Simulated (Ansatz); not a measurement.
**Sn under changes of volume**

One of the cells (33.803 Å³/atom); the others are scaled copies at fixed shape and fractional positions:

```xyz
2
Lattice="0.0000 3.2333 3.2333 3.2333 0.0000 3.2333 3.2333 3.2333 0.0000" Properties=species:S:1:pos:R:3 pbc="T T T"
Sn    4.8500    4.8500    4.8500
Sn    3.2333    3.2333    3.2333
```

This isn't the form of Sn at room conditions, which is tetragonal (white tin).

- Program: Ansatz 0.2.0
- Functional: PBE
- Potentials or basis: Ansatz PAW
- Cutoff: 420 eV (not typed: the program's choice for these potentials)
- k mesh: 7 × 7 × 7
- Occupations: fermi-dirac, width 0.05 eV
- Spin: no spin polarisation

| volume (Å³/atom) | energy over the lowest point (meV/atom) | pressure (GPa) |
| --- | --- | --- |
| 31.775 | 100.95 | 7.6 |
| 32.451 | ? | ? |
| 33.127 | 48.34 | 5.0 |
| 33.803 | 29.88 | 3.8 |
| 34.479 | 15.97 | 2.8 |
| 35.155 | 6.16 | 1.9 |
| 35.831 | 0.00 | 1.1 |

What does the run at 32.451 Å³/atom give?

Energy over the lowest point 71.83 meV/atom; pressure 6.2 GPa.

Worked out: A Birch-Murnaghan fit of order 3 (a polynomial in V^(-2/3)) to the other rows has its minimum at 36.81 Å³/atom, just outside them, with B0 = V·E''(V) = 37 GPa and B' = 4.6. It gives 71.83 meV/atom at 32.451 Å³/atom, against the run's 71.83, and -dE/dV = 6.2 GPa, against 6.2.

Energies are extrapolated to zero smearing.
